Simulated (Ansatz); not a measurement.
## MgO: a vibration from a frozen displacement

Method: Ansatz, DFT r2SCAN, scalar-relativistic, plane waves, PAW. Cutoff 500 eV, Γ-centred 6×6×6 k-points, Gaussian smearing of 0.05 eV. No spin polarisation. Energies are free energies at this smearing, counted from the undisturbed cell; pressure is positive in compression.

The starting cell (relaxed at this level):

```yaml
crystal:
  lattice:
    - [4.20422, 0.00000, 0.00000]
    - [0.00000, -4.20422, 0.00000]
    - [0.00000, 0.00000, -4.20422]
  atoms:
    - { symbol: Mg, position: [0.00000, 0.00000, 0.00000] }
    - { symbol: Mg, position: [0.50000, 0.50000, 0.00000] }
    - { symbol: Mg, position: [0.50000, 0.00000, 0.50000] }
    - { symbol: Mg, position: [0.00000, 0.50000, 0.50000] }
    - { symbol: O, position: [0.50000, 0.00000, 0.00000] }
    - { symbol: O, position: [0.00000, 0.50000, 0.00000] }
    - { symbol: O, position: [0.00000, 0.00000, 0.50000] }
    - { symbol: O, position: [0.50000, 0.50000, 0.50000] }
```

Atom 1 (Mg) is moved by x along the Cartesian unit vector (-0.707, 0.707, 0.000); the cell and all other atoms stay fixed. The cell's volume is 74.31 Å³; the moved atoms weigh 24.305 u together and the others 136.911 u. Some rows repeat others by symmetry and weren't run.

```
  x (Å)  ΔE (meV/cell) total force on the moved atoms along the move (eV/Å) pressure (GPa)
-0.6000        2179.47                                                8.2227         11.2061
-0.5250        1614.65                                                6.8533          8.5698
-0.4500        1149.02                                                5.5816          6.2814
-0.3750         774.61                                                4.4218          4.3521
-0.3000         482.93                                                3.3747          2.7836
-0.2250         265.83                                                2.4305          1.5723
-0.1500         116.25                                                1.5702          0.7125
-0.0750          28.77                                                0.7696          0.1989
 0.0000           0.00                                                0.0000          0.0281
 0.0750          28.77                                               -0.7696          0.1989
 0.1500         116.25                                               -1.5702          0.7125
 0.2250         265.83                                               -2.4305          1.5723
 0.3000         482.93                                               -3.3747          2.7836
 0.3750         774.61                                               -4.4218          4.3521
 0.4500        1149.02                                               -5.5816          6.2814
 0.5250        1614.65                                               -6.8533          8.5698
 0.6000        2179.47                                               -8.2227         11.2061
```

**Question.** What frequency belongs to this motion?

**Answer.** The force constant is k = −dF/dx = 10.262 eV/Å², from the parabola through x = -0.0750, 0 and 0.0750. In every cell the moved atoms swing against the rest, so the mass is μ = m₁m₂/(m₁ + m₂) = 20.641 u, and ν̃ = 521.5 cm⁻¹ × √(|k|/μ) = 368 cm⁻¹. The pattern needn't be a normal mode: ν̃² is then a weighted mean of the squared nonzero frequencies at the zone centre of this cell, taken without macroscopic field, so it lies between the lowest and the highest of them.

**Question.** How far does the harmonic law reach?

**Answer.** At x = -0.600 Å, kx²/2 = 1847.08 meV against the computed 2179.47 meV (+18.0 %): the well stiffens in this direction at large amplitude.

**Question.** The pressure changes with x². What does that say about the frequency under compression?

**Answer.** With E = k(V)x²/2, k ∝ V^(−2γ) and x scaling with the cell as V^(1/3), P − P0 = −∂E/∂V = (2γ − 2/3) ΔE/V. At x = 0.1500 Å, V(P − P0) = 74.31 × 0.68440 / 160.2 eV = 317.43 meV and ΔE = 116.25 meV, so γ = 1/3 + V(P − P0)/(2ΔE) = 1.70. This is the Grüneisen parameter of the motion under uniform scaling of the cell: shrinking the cell evenly by 1 % in volume raises the frequency by about 1.70 %.

Cost: 9 runs of about 5 core-minutes in all, on Arm Neoverse V1 (shared hosts).